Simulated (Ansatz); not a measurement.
A distorted cell of AlSb (zinc blende):

```
AlSb
1.0
    0.00000     6.22551     6.22551
    3.11275     0.00000     3.11275
    3.11275     3.11275     0.00000
Sb Al
2 2
Direct
  0.37500   0.75334   0.74784
  0.87500   0.74666   0.75216
  0.00000   0.01552   0.98998
  0.50000   0.98448   0.01002
```

Method: PBE (plane waves to 420 eV, PAW, scalar-relativistic; Ansatz, a quantum-chemistry and plane-wave program). k mesh 13×13×13 (Γ-centred), Fermi-Dirac smearing 0.05 eV. Stress and pressure are positive under compression. AlSb was relaxed with its symmetry unable to fall. Spin-orbit coupling is left out, though Sb is heavy.

Q: What forces act on the atoms (eV/Å, Cartesian)?

A: 
```json
[
 {"atom": "Sb1", "Fx": "-0.103", "Fy": "0.236", "Fz": "-0.384"},
 {"atom": "Sb2", "Fx": "0.181", "Fy": "-0.279", "Fz": "0.411"},
 {"atom": "Al3", "Fx": "-0.185", "Fy": "0.287", "Fz": "-0.423"},
 {"atom": "Al4", "Fx": "0.107", "Fy": "-0.244", "Fz": "0.397"}
]
```

(A displaced cell: forces are minus the slopes of the energy, force constants its curvatures, and phonons follow from these.)
